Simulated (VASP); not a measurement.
# Ga in VASP: reference runs

Reference runs on Ga: the cell as given.

All numbers are computed with VASP 6.6.1; they aren't measurements. Logs are shortened: lines on timing, memory, paths and dates and some standing lists are left out, and cuts for length are marked.

### Step 1. The cell of the first run

The cell holds a slab with vacuum, 12 atoms: a = 4.488 Å, b = 4.653 Å, c = 23.972 Å, α = 90.00°, β = 90.00°, γ = 90.00°.

The slab is cut from a database's or a generator's crystal, which needn't be the stable form of the element.

### Step 2. Single point, PBE (the (1 0 0) slab of Ga, cut from the database cell, not relaxed)

Contents of INCAR:

```
SYSTEM = Ga
  PREC = Accurate
  ENCUT = 520
  EDIFF = 1E-7
  ISMEAR = -1
  SIGMA = 0.05
  LREAL = .FALSE.
  LASPH = .TRUE.
  NELM = 100
  ALGO = Normal
  ISIF = 2
  LWAVE = .FALSE.
  LCHARG = .FALSE.
  LDIPOL = .TRUE.
  IDIPOL = 3
  DIPOL = 0.5 0.5 0.500
  GGA = PE
  NBANDS = 90
```

Contents of KPOINTS:

```
Automatic mesh
0
G
  6 6 1
  0 0 0
```

Contents of POSCAR:

```
Ga
1.0
    4.4882540000      0.0000000000      0.0000000000
    0.0000000000      4.6532591000      0.0000000000
    0.0000000000      0.0000000000     23.9716487210
Ga
12
Direct
    0.7500000000      0.6720674500      0.3128695939
    0.2500000000      0.3279325500      0.3128695939
    0.2500000000      0.8279325500      0.3686744956
    0.7500000000      0.1720674500      0.3686744956
    0.7500000000      0.1720674500      0.4720975491
    0.2500000000      0.8279325500      0.4720975491
    0.2500000000      0.3279325500      0.5279024509
    0.7500000000      0.6720674500      0.5279024509
    0.7500000000      0.6720674500      0.6313255044
    0.2500000000      0.3279325500      0.6313255044
    0.2500000000      0.8279325500      0.6871304061
    0.7500000000      0.1720674500      0.6871304061
```

Potentials or basis: VASP PAW PBE potentials, release 64 (Ga_d).

Command:

```console
cat potpaw_PBE.64/Ga_d/POTCAR > POTCAR
mpirun -np 1 vasp_std > vasp.out
```

OUTCAR:

```text
SYSTEM = Ga
   PREC = Accurate
   ENCUT = 520
   EDIFF = 1E-7
   ISMEAR = -1
   LREAL = .FALSE.
   LASPH = .TRUE.
   NELM = 100
   ISIF = 2
   GGA = PE

 ion  position               nearest neighbor table
   1  0.750  0.672  0.313-   4 2.68   4 2.68   3 2.71   3 2.71   2 2.76   2 2.76
   2  0.250  0.328  0.313-   3 2.68   3 2.68   4 2.71   4 2.71   1 2.76   1 2.76
   3  0.250  0.828  0.369-   6 2.48   2 2.68   2 2.68   1 2.71   1 2.71   4 2.76   4 2.76
   4  0.750  0.172  0.369-   5 2.48   1 2.68   1 2.68   2 2.71   2 2.71   3 2.76   3 2.76
   5  0.750  0.172  0.472-   4 2.48   8 2.68   8 2.68   7 2.71   7 2.71   6 2.76   6 2.76
   6  0.250  0.828  0.472-   3 2.48   7 2.68   7 2.68   8 2.71   8 2.71   5 2.76   5 2.76
   7  0.250  0.328  0.528-  10 2.48   6 2.68   6 2.68   5 2.71   5 2.71   8 2.76   8 2.76
   8  0.750  0.672  0.528-   9 2.48   5 2.68   5 2.68   6 2.71   6 2.71   7 2.76   7 2.76
   9  0.750  0.672  0.631-   8 2.48  12 2.68  12 2.68  11 2.71  11 2.71  10 2.76  10 2.76
  10  0.250  0.328  0.631-   7 2.48  11 2.68  11 2.68  12 2.71  12 2.71   9 2.76   9 2.76
  11  0.250  0.828  0.687-  10 2.68  10 2.68   9 2.71   9 2.71  12 2.76  12 2.76
  12  0.750  0.172  0.687-   9 2.68   9 2.68  10 2.71  10 2.71  11 2.76  11 2.76

  LATTYP: Found a simple orthorhombic cell.
 ALAT       =     4.4882540000
 B/A-ratio  =     1.0367637616
 C/A-ratio  =     5.3409741786

  Lattice vectors:

 A1 = (   4.4882540000,   0.0000000000,   0.0000000000)
 A2 = (   0.0000000000,   4.6532591000,   0.0000000000)
 A3 = (   0.0000000000,   0.0000000000,  23.9716487210)

Analysis of symmetry for initial positions (statically):
=====================================================================
 Subroutine PRICEL returns:
 Original cell was already a primitive cell.

 Routine SETGRP: Setting up the symmetry group for a
 simple orthorhombic supercell.

 Subroutine GETGRP returns: Found  8 space group operations
 (whereof  2 operations were pure point group operations)
 out of a pool of  8 trial point group operations.

The static configuration has the point symmetry C_2 .
 The point group associated with its full space group is D_2h.

Analysis of symmetry for dynamics (positions and initial velocities):
=====================================================================
 Subroutine PRICEL returns:
 Original cell was already a primitive cell.

 Routine SETGRP: Setting up the symmetry group for a
 simple orthorhombic supercell.

 Subroutine GETGRP returns: Found  8 space group operations
 (whereof  2 operations were pure point group operations)
 out of a pool of  8 trial point group operations.

The dynamic configuration has the point symmetry C_2 .
 The point group associated with its full space group is D_2h.

 Subroutine INISYM returns: Found  8 space group operations
 (whereof  2 operations are pure point group operations),
 and found     1 'primitive' translations

----------------------------------------------------------------------------------------

                                     Primitive cell

  volume of cell :     500.6481

  direct lattice vectors                    reciprocal lattice vectors
     4.488254000  0.000000000  0.000000000     0.222803790  0.000000000  0.000000000
     0.000000000  4.653259100  0.000000000     0.000000000  0.214903142  0.000000000
     0.000000000  0.000000000 23.971648721     0.000000000  0.000000000  0.041715946

  length of vectors
     4.488254000  4.653259100 23.971648721     0.222803790  0.214903142  0.041715946

  position of ions in fractional coordinates (direct lattice)
     0.750000000  0.672067450  0.312869594
     0.250000000  0.327932550  0.312869594
     0.250000000  0.827932550  0.368674496
     0.750000000  0.172067450  0.368674496
     0.750000000  0.172067450  0.472097549
     0.250000000  0.827932550  0.472097549
     0.250000000  0.327932550  0.527902451
     0.750000000  0.672067450  0.527902451
     0.750000000  0.672067450  0.631325504
     0.250000000  0.327932550  0.631325504
     0.250000000  0.827932550  0.687130406
     0.750000000  0.172067450  0.687130406

  ion indices of the primitive-cell ions
   primitive index   ion index
                 1           1
                 2           2
                 3           3
                 4           4
                 5           5
                 6           6
                 7           7
                 8           8
                 9           9
                10          10
                11          11
                12          12

----------------------------------------------------------------------------------------

 KPOINTS: Automatic mesh

Automatic generation of k-mesh.
 Grid dimensions read from file:
 generate k-points for:    6    6    1

 Generating k-lattice:

  Cartesian coordinates                     Fractional coordinates (reciprocal lattice)
     0.037133965  0.000000000  0.000000000     0.166666667  0.000000000  0.000000000
     0.000000000  0.035817190  0.000000000     0.000000000  0.166666667  0.000000000
     0.000000000  0.000000000  0.041715946     0.000000000  0.000000000  1.000000000

  Length of vectors
     0.037133965  0.035817190  0.041715946

  Shift w.r.t. Gamma in fractional coordinates (k-lattice)
     0.000000000  0.000000000  0.000000000

 Subroutine IBZKPT returns following result:
 ===========================================

 Found     16 irreducible k-points:

 Following reciprocal coordinates:
            Coordinates               Weight
  0.000000  0.000000  0.000000      1.000000
  0.166667  0.000000  0.000000      2.000000
  0.333333  0.000000  0.000000      2.000000
  0.500000  0.000000  0.000000      1.000000
  0.000000  0.166667  0.000000      2.000000
  0.166667  0.166667  0.000000      4.000000
[... 8 lines left out ...]
  0.333333  0.500000  0.000000      2.000000
  0.500000  0.500000  0.000000      1.000000
   k-points           NKPTS =     16   k-points in BZ     NKDIM =     16   number of bands    NBANDS=     90
   number of dos      NEDOS =    301   number of ions     NIONS =     12
   total plane-waves  NPLWV = 233280
   dimension x,y,z NGX =    36 NGY =   36 NGZ =  180
   dimension x,y,z NGXF=    72 NGYF=   72 NGZF=  360
   ions per type =              12
   NGX,Y,Z   is equivalent  to a cutoff of  13.33, 12.86, 12.48 a.u.
   NGXF,Y,Z  is equivalent  to a cutoff of  26.67, 25.72, 24.97 a.u.
 SYSTEM =  Ga
   PREC   = accura    normal or accurate (medium, high low for compatibility)
   ISTART =      0    job   : 0-new  1-cont  2-samecut
   ICHARG =      2    charge: 1-file 2-atom 10-const
   ISPIN  =      1    spin polarized calculation?
   LNONCOLLINEAR =      F non collinear calculations
   LSORBIT =      F    spin-orbit coupling
   LASPH  =      T    aspherical Exc in radial PAW
   ENCUT  =  520.0 eV  38.22 Ry    6.18 a.u.   8.35  8.65 44.57*2*pi/ulx,y,z
   NELM   =    100;   NELMIN=  2; NELMDL= -5     # of ELM steps
   EDIFF  = 0.1E-06   stopping-criterion for ELM
   LREAL  =      F    real-space projection
   EDIFFG = 0.1E-05   stopping-criterion for IOM
   NSW    =      0    number of steps for IOM
   IBRION =     -1    ionic relax: 0-MD 1-quasi-New 2-CG
   NFREE  =      0    steps in history (QN), initial steepest desc. (CG)
   ISIF   =      2    stress and relaxation
   ISYM   =      2    0-nonsym 1-usesym 2-fastsym
   POTIM  = 0.5000    time-step for ionic-motion
   TEBEG  =    0.0;   TEEND  =   0.0 temperature during run
   PSTRESS=    0.0 pullay stress
   NELECT =     156.0000    total number of electrons
   NUPDOWN=      -1.0000    fix difference up-down
   EMIN   =  10.00;   EMAX   =-10.00  energy-range for DOS
   EFERMI =   0.00;   METHOD = LEGACY
   ISMEAR =    -1;   SIGMA  =   0.05  broadening in eV -4-tet -1-fermi 0-gaus
   EFERMI_NEDOS =   21; number of points for ismear=-14 and -15
   IALGO  =     38    algorithm
   IMIX   =      4    mixing-type and parameters
     AMIX     =   0.40;   BMIX     =  1.00
     AMIX_MAG =   1.60;   BMIX_MAG =  1.00
  volume/ion in A,a.u.               =      41.72       281.55
  Fermi-wavevector in a.u.,A,eV,Ry     =   1.109870  2.097350 16.759817  1.231812
  Thomas-Fermi vector in A             =   2.246415
   LORBIT       =      0    0 simple, 1 ext, 2 COOP (PROOUT), +10 PAW based schemes
   GGA     = PE    functional components
   LHFCALC =     F    Hartree Fock is set to
   AEXX    =    0.0000 exact exchange contribution
   IVDW    =     0    specifies the selected vdW correction
   LEPSILON=     F    determine dielectric tensor
   LRPA    =     F    only Hartree local field effects (RPA)
 non-spin polarized calculation
  energy-cutoff  :      520.00
  volume of cell :      500.65
 maximum number of plane-waves:     13519
 NGX is ok and might be reduce to    36
   NGX = 17   NGY = 17   NGZ = 89

 number of electron     156.0000004 magnetization

 dipolmoment           0.000000      0.000000      0.000000 electrons x Angstroem

 Free energy of the ion-electron system (eV)
  ---------------------------------------------------
  ext. energy  EPLUGINS =         0.00000000
  ---------------------------------------------------
  free energy    TOTEN  =       -32.47351944 eV

  energy without entropy =      -32.42289053  energy(sigma->0) =      -32.44820498

 E-fermi :   0.1138     XC(G=0):  -5.6523

 val. band max:        0.1100990974   @ k =   0.0000   0.3333   0.0000
 cond. band min:       0.1532974965   @ k =   0.1667   0.1667   0.0000
 fundamental gap:      0.0431983991
 Fermi energy:         0.1137907906

 k-point     1 :       0.0000    0.0000    0.0000
  band No.  band energies     occupation
      1     -15.2361      2.00000
      2     -15.2185      2.00000
      3     -15.1834      2.00000
      4     -15.1438      2.00000
      5     -15.1437      2.00000
      6     -15.1328      2.00000
[... 82 lines left out ...]
     89       3.9205      0.00000
     90       3.9902      0.00000

 k-point     2 :       0.1667    0.0000    0.0000
  band No.  band energies     occupation
      1     -15.2286      2.00000
      2     -15.2176      2.00000
      3     -15.1853      2.00000
      4     -15.1450      2.00000
      5     -15.1367      2.00000
      6     -15.1266      2.00000
[... 1291 lines left out ...]
     89       5.2388      0.00000
     90       5.2389      0.00000

 k-point    16 :       0.5000    0.5000    0.0000
  band No.  band energies     occupation
      1     -15.2017      2.00000
      2     -15.2017      2.00000
      3     -15.2017      2.00000
      4     -15.2017      2.00000
      5     -15.1386      2.00000
      6     -15.1386      2.00000
[... 82 lines left out ...]
     89       6.7031      0.00000
     90       6.7256      0.00000

------------------------ aborting loop because EDIFF is reached ----------------------------------------

 vacuum level on the upper side and lower side of the slab       (xc-potential included)        -0.091        -0.091

  FORCE on cell =-STRESS in cart. coord.  units (eV):
  Direction    XX          YY          ZZ          XY          YZ          ZX
  --------------------------------------------------------------------------------------
  -------------------------------------------------------------------------------------
  Total        4.3748981      3.8209316      8.0418019      0.0000000      0.0000000      0.0000000
  in kB       14.0005778     12.2277705     25.7354275      0.0000000      0.0000000      0.0000000
  external PRESSURE =      17.3212586 kB  Pullay stress =       0.0000000 kB

 VOLUME and BASIS-vectors are now :
 -----------------------------------------------------------------------------
  energy-cutoff  :      520.00
  volume of cell :      500.65
      direct lattice vectors                 reciprocal lattice vectors
     4.488254000  0.000000000  0.000000000     0.222803790  0.000000000  0.000000000
     0.000000000  4.653259100  0.000000000     0.000000000  0.214903142  0.000000000
     0.000000000  0.000000000 23.971648721     0.000000000  0.000000000  0.041715946

 POSITION                                       TOTAL-FORCE (eV/Angst)
 -----------------------------------------------------------------------------------
      3.36619      3.12730      7.50000         0.000000     -0.371831     -0.396613
      1.12206      1.52596      7.50000        -0.000000      0.371831     -0.396613
      1.12206      3.85258      8.83774         0.000000     -0.019324     -0.096380
      3.36619      0.80067      8.83774         0.000000      0.019324     -0.096380
      3.36619      0.80067     11.31696         0.000000     -0.104494      0.096778
      1.12206      3.85258     11.31696        -0.000000      0.104494      0.096778
      1.12206      1.52596     12.65469         0.000000      0.104494     -0.096778
      3.36619      3.12730     12.65469         0.000000     -0.104494     -0.096778
      3.36619      3.12730     15.13391         0.000000      0.019324      0.096380
      1.12206      1.52596     15.13391        -0.000000     -0.019324      0.096380
      1.12206      3.85258     16.47165         0.000000      0.371831      0.396613
      3.36619      0.80067     16.47165         0.000000     -0.371831      0.396613
 -----------------------------------------------------------------------------------
    total drift:                                0.000000      0.000000     -0.000000

  FREE ENERGIE OF THE ION-ELECTRON SYSTEM (eV)
  ---------------------------------------------------
  free  energy   TOTEN  =       -32.4735194403 eV

  energy  without entropy=      -32.4228905257  energy(sigma->0) =      -32.44820498

 vacuum level on the upper side and lower side of the slab         4.405         4.405
```

It took 15 min on 1 thread of Intel Xeon 6975P-C (Granite Rapids), shared host; peak memory 0.76 GiB.

What came out:

```yaml
Free_energy: -32.4735 eV
Largest_force: 0.544 eV/Å
Band_gap_on_the_k_mesh: none (metal or under the smearing width)
```

Forces in eV/Å, atoms in the order of the input:
```
Ga   0.000 -0.372 -0.397
Ga   0.000  0.372 -0.397
Ga   0.000 -0.019 -0.096
Ga   0.000  0.019 -0.096
Ga   0.000 -0.104  0.097
Ga   0.000  0.104  0.097
Ga   0.000  0.104 -0.097
Ga   0.000 -0.104 -0.097
Ga   0.000  0.019  0.096
Ga   0.000 -0.019  0.096
Ga   0.000  0.372  0.397
Ga   0.000 -0.372  0.397
```
